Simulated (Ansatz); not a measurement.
Write the native input for Ansatz 0.2.0 that does the following.

| Quantity | Value |
| --- | --- |
| Task | relaxation of cell and atoms |
| Functional | BLYP |
| Potentials or basis | all-electron LAPW, scalar-relativistic |
| Basis error allowed | 0.001 eV/atom |
| k mesh | 11 × 11 × 6 |
| Occupations | fermi-dirac, width 0.05 eV |
| Spin | no spin polarisation |

The system is Re.

```
CELL_PARAMETERS angstrom
2.76080 0.00000 0.00000
-1.38040 2.39092 0.00000
0.00000 0.00000 4.45820
ATOMIC_POSITIONS crystal
Re 0.66667 0.33333 0.75000
Re 0.33333 0.66667 0.25000
```

One way to write it, as run:

input.yaml

```yaml
crystal:
  lattice:
    - [2.7608, 0.0, 0.0]
    - [-1.3804, 2.3909229348, 0.0]
    - [0.0, 0.0, 4.4582]
  atoms:
    - { symbol: Re, position: [0.6666666667, 0.3333333333, 0.75] }
    - { symbol: Re, position: [0.3333333333, 0.6666666667, 0.25] }
kpoints:
  mp_grid: { grid: [11, 11, 6] }
scf:
  occupations: { method: fermi_dirac, width: 0.05 }
hamiltonian:
  xc: blyp
  pseudopotentials: { kind: all_electron, lapw: { basis_error: 0.001 } }
output:
  forces: true
  stress: true
relax:
  f_tol: 0.02
  max_steps: 60
  cell: {}
```

Potentials or basis: all-electron LAPW, scalar-relativistic.

The run is started by

```console
$ ansatz run input.yaml --threads 1 --pin off --max-ram 3072MiB --backend cpu --events-out ev --progress --plain --runs-dir out
```

It gave:

The relaxed volume is 15.53 Å³/atom and the relaxed cell is a = 2.813 Å, b = 2.813 Å, c = 4.532 Å, α = 90.00°, β = 90.00°, γ = 120.00°. The space group after relaxing (to 0.05 Å) is P6_3/mmc (No. 194). The energy gained by relaxing is 47.4 meV/atom, the ionic steps are 4 and the pressure after relaxing is 0.0 GPa.

Run time: 120 s on 1 thread of Arm Neoverse V1, on a shared host, peak memory 0.44 GiB.
